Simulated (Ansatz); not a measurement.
## P in Ansatz: the effect of functional

The system is P.

```
CELL_PARAMETERS angstrom
1.64774 -5.46504 0.00000
1.64774 5.46504 0.00000
0.00000 0.00000 4.54364
ATOMIC_POSITIONS crystal
P 0.90414 0.09586 0.58882
P 0.09586 0.90414 0.41118
P 0.59586 0.40414 0.08882
P 0.40414 0.59586 0.91118
```

Alike in all runs:

| Property | Result |
| --- | --- |
| Program | Ansatz 0.2.0 |
| Task | projected density of states |
| Potentials or basis | Ansatz PAW |
| k mesh | 5 × 5 × 4 |
| Occupations | fermi-dirac, width 0.05 eV |
| Spin | no spin polarisation |

```csv
functional,cutoff,gap on the mesh (eV),pressure (GPa),largest force (eV/Å)
LDA,420 eV (not typed: the program's choice for these potentials),0.34,-2.0,0.20
PBEsol,420 eV (not typed: the program's choice for these potentials),0.37,-0.5,0.29
RPBE,420 eV (not typed: the program's choice for these potentials),0.49,3.9,0.35
revPBE,420 eV (not typed: the program's choice for these potentials),0.48,3.4,0.35
BLYP,420 eV (not typed: the program's choice for these potentials),?,?,?
r2SCAN,500 eV (not typed: the program's choice for these potentials),0.57,0.8,0.09
HSE06,420 eV (not typed: the program's choice for these potentials),1.02,-0.1,0.14
PBE0,420 eV (not typed: the program's choice for these potentials),1.68,-0.2,0.15
r2SCAN0,500 eV (not typed: the program's choice for these potentials),1.75,-0.8,0.17
```

Task: What does the run with functional BLYP give?

Result: gap on the mesh 0.52 eV; pressure 6.5 GPa; largest force 0.46 eV/Å.

Caveats: odd divisions of the mesh miss points on the zone boundary, where band edges often lie, so the gap on the mesh can be too wide; the PAW data sets come from PBE, with cores solved anew for the run's functional, which leaves a small shift of forces and pressure; the density of states is complete only up to the lowest level of the last band computed; the thresholds are loose for stress (some runs).

A k mesh can miss the band edges.

Runs at the PBE level aren't shown here.
